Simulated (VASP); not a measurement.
# BaTiO3 (Barioperovskite): relaxation of cell and atoms with PBEsol

The system is BaTiO3 (Barioperovskite).

```
CELL_PARAMETERS angstrom
3.96003 0.00000 0.00000
0.00000 2.84090 2.85259
0.00000 -2.84090 2.85259
ATOMIC_POSITIONS crystal
Ba 0.00000 0.00682 0.00682
Ti 0.50000 0.52083 0.52083
O 0.00000 0.49152 0.49152
O 0.50000 0.49405 0.98366
O 0.50000 0.98366 0.49405
```

```
Program                : VASP 6.6.1
Task                   : relaxation of cell and atoms
Functional             : PBEsol
Potentials or basis    : VASP PAW PBE potentials, release 64 (Ba_sv, Ti_sv, O)
Cutoff                 : 600 eV
k mesh                 : 10 × 10 × 10
Occupations            : methfessel-paxton, width 0.1 eV
Spin                   : no spin polarisation
Further INCAR settings : ALGO = Normal; EDIFF = 1e-07; IBRION = 2; EDIFFG = -0.005; NSW = 90; ISIF = 3
```

```json
{"Energy gained by relaxing": "0.0 meV/atom", "Ionic steps": "2", "Pressure after relaxing": "0.0 GPa", "Band gap on the k mesh": "2.10 eV, indirect (least direct gap 2.48 eV)"}
```

Forces on the atoms (eV/Å):
```
Ba   0.000  0.000 -0.001
Ti   0.000  0.000 -0.002
O    0.000  0.000 -0.001
O    0.000 -0.001  0.002
O    0.000  0.001  0.002
```

Final structure:
```cif
data_structure
_symmetry_space_group_name_H-M 'P 1'
_symmetry_Int_Tables_number 1
_cell_length_a 3.9600
_cell_length_b 4.0258
_cell_length_c 4.0258
_cell_angle_alpha 89.773
_cell_angle_beta 90.000
_cell_angle_gamma 90.000
_cell_volume 64.18
loop_
_atom_site_label
_atom_site_type_symbol
_atom_site_fract_x
_atom_site_fract_y
_atom_site_fract_z
_atom_site_occupancy
Ba1 Ba 0.00000 0.00681 0.00681 1
Ti1 Ti 0.50000 0.52080 0.52080 1
O1 O 0.00000 0.49149 0.49149 1
O2 O 0.50000 0.49405 0.98372 1
O3 O 0.50000 0.98372 0.49405 1
```

Levels at points of the mesh, in eV from the valence-band top:
| k point | band 17 | band 18 | band 19 | band 20 | band 21 | band 22 | band 23 | band 24 |
| --- | --- | --- | --- | --- | --- | --- | --- | --- |
| (0.00, 0.00, 0.00) | -1.15 | -0.48 | -0.47 | -0.38 | 2.10 | 2.29 | 2.37 | 4.37 |
| (0.50, 0.00, 0.00) | -1.75 | -1.63 | -1.14 | -1.01 | 2.49 | 3.67 | 3.83 | 4.35 |
| (0.00, 0.50, 0.00) | -1.91 | -1.74 | -0.93 | -0.78 | 2.33 | 3.71 | 3.74 | 4.35 |
| (0.50, 0.50, 0.00) | -1.72 | -0.94 | -0.92 | -0.09 | 3.76 | 3.78 | 4.12 | 4.89 |
| (0.00, 0.50, 0.50) | -1.66 | -0.93 | -0.87 | -0.24 | 3.72 | 3.76 | 4.05 | 5.15 |
| (0.50, 0.50, 0.50) | -2.40 | -0.16 | -0.02 | 0.00 | 4.29 | 4.32 | 4.42 | 6.44 |

Run time: 2.8 min on 2 MPI ranks on Intel(R) Xeon(R) Platinum 8259CL CPU @ 2.50GHz (Skylake/Cascade Lake), with other jobs on the host, peak memory 0.45 GiB a rank.

Caveat: the PAW data sets were made with another functional, which shifts forces and pressure a little; spin-orbit coupling is left out, which moves the levels of the heavy elements. PBEsol gaps usually lie below the measured ones, often by a third to a half.
